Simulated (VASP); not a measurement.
**Zn: equation of state with PBE**

The system is Zn.

```
Zn
1.0
     0.00000    1.96478    1.96478
     1.96478    0.00000    1.96478
     1.96478    1.96478    0.00000
Zn
1
Direct
  0.00000 0.00000 0.00000
```

This isn't the form of Zn at room conditions, which is hcp.

```yaml
Program: VASP 6.6.1
Task: equation of state
Functional: PBE
Potentials_or_basis: VASP PAW PBE potentials, release 64 (Zn)
Cutoff: 520 eV
k_mesh: 12 × 12 × 12
Occupations: fermi-dirac, width 0.05 eV
Spin: no spin polarisation
```

```
Equilibrium volume                      : 15.20 Å³/atom
Bulk modulus                            : 67 GPa
Pressure derivative of the bulk modulus : 5.3
```

Energy against volume, from the lowest point:
| volume (Å³/atom) | energy (meV/atom) |
| --- | --- |
| 14.259 | 14.06 |
| 14.563 | 6.20 |
| 14.866 | 1.62 |
| 15.169 | 0.00 |
| 15.473 | 0.97 |
| 15.776 | 4.22 |
| 16.080 | 9.45 |

All runs of the series together: 61 s on 1 thread of Intel(R) Xeon(R) 6975P-C (Granite Rapids) (shared host).
